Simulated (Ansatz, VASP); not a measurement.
This is a calculation of PbS for VASP 6.6.1.

File INCAR:

```
SYSTEM = PbS
ALGO = Normal
EDIFF = 1E-7
ENCUT = 520
GGA = PE
ISIF = 2
ISMEAR = -1
LASPH = .TRUE.
LCHARG = .FALSE.
LREAL = .FALSE.
LWAVE = .FALSE.
NBANDS = 17
NELM = 60
PREC = Accurate
SIGMA = 0.05
```

KPOINTS

```
k-points
0
G
  7 7 7
  0 0 0
```

POSCAR

```
PbS
1.0
    3.6291370598      0.0000000000      0.0000000000
    0.0000000000      3.6291370598      0.0000000000
    0.0000000000      0.0000000000      3.6291370598
Pb S
1 1
Direct
    0.0000000000      0.0000000000      0.0000000000
    0.5000000000      0.5000000000      0.5000000000
```

Potentials or basis: VASP PAW PBE potentials, release 64 (Pb_d, S).

Command:

```bash
$ cat potpaw_PBE.64/Pb_d/POTCAR potpaw_PBE.64/S/POTCAR > POTCAR
$ mpirun -np 1 vasp_std > vasp.out
```

Q: Translate it to Ansatz 0.2.0. Potentials there: Ansatz PAW.

A: As run (the cutoff follows the program's own potentials):

File input.yaml:

```yaml
crystal:
  lattice:
    - [3.6291370598, 0.0, 0.0]
    - [0.0, 3.6291370598, 0.0]
    - [0.0, 0.0, 3.6291370598]
  atoms:
    - { symbol: Pb, position: [0.0, 0.0, 0.0] }
    - { symbol: S, position: [0.5, 0.5, 0.5] }
hamiltonian:
  xc: pbe
  pseudopotentials: { kind: paw }
kpoints:
  mp_grid: { grid: [7, 7, 7] }
scf:
  occupations: { method: fermi_dirac, width: 0.05 }
output:
  forces: true
  stress: true
  eigenvalues: true
```

Potentials or basis: Ansatz PAW.

Command:

```console
$ ansatz run input.yaml --threads 2 --pin off --max-ram 5120MiB --backend cpu --events-out ev --progress --plain --runs-dir out
```

Both were run:

|  | VASP | Ansatz | Ansatz less VASP |
| --- | --- | --- | --- |
| gap on the k mesh at the Fermi level (eV) | 0.07 | 0.07 | -0.002 |
| least direct gap on the mesh (eV) | 1.48 | 1.47 | -0.001 |
| pressure (GPa) | 1.0 | 1.1 | +0.07 |

The functional is the same, so the differences come from potentials, cutoffs and numerics.

Caveats: spin-orbit coupling is left out, which as a rule narrows the gap of such compounds by several tenths of an eV (VASP); an odd mesh through Γ misses points on the zone boundary, where band edges often lie (VASP).
